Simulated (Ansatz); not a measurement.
Li2O: do energies and stresses tell the same story?

Theory: DFT PBE, scalar-relativistic, plane waves, PAW in Ansatz.

Cutoff 420 eV; k points 8×8×8 on the computed 3-atom cell (Γ-centred); Gaussian smearing, width 0.02 eV; no spin polarisation.

Relaxed cell: Fm-3m, a = 4.626 Å, b = 4.626 Å, c = 4.626 Å, α = 90.00°, β = 90.00°, γ = 90.00°, 3 atoms in the primitive cell.

Energies at zero smearing and pressures from the stress tensor, at volumes with shape and atoms relaxed:
| V (Å³/atom) | E − E(first) (meV/atom) | P (GPa) |
| --- | --- | --- |
| 7.755 | 0.00 | 5.54 |
| 8.002 | -6.18 | 2.57 |
| 8.250 | -8.13 | 0.00 |
| 8.497 | -6.41 | -2.21 |
| 8.745 | -1.42 | -4.13 |

Task: Check P = −dE/dV between neighbouring volumes, and get the bulk modulus from the pressures alone.

Result: With 1 eV/Å³ = 160.2 GPa:
```
middle V (Å³/atom)  −ΔE/ΔV (GPa) mean P (GPa)
             7.879         4.001         4.052
             8.126         1.259         1.285
             8.374        -1.108        -1.105
             8.621        -3.230        -3.173
```

The two differ by 0.06 GPa at most. The mean of two end pressures misses the average over a step by about ΔV² P″/12, up to 0.04 GPa here; with that taken off 0.03 GPa remains, from the finite cutoff, the mesh or the relaxation's tolerance. Around V = 8.250 Å³/atom, the two neighbours give B = −V ΔP/ΔV = 8.250 × 4.78 / 0.495 = 79.7 GPa, against B0 = 79.5 GPa from the Birch–Murnaghan fit of the energies.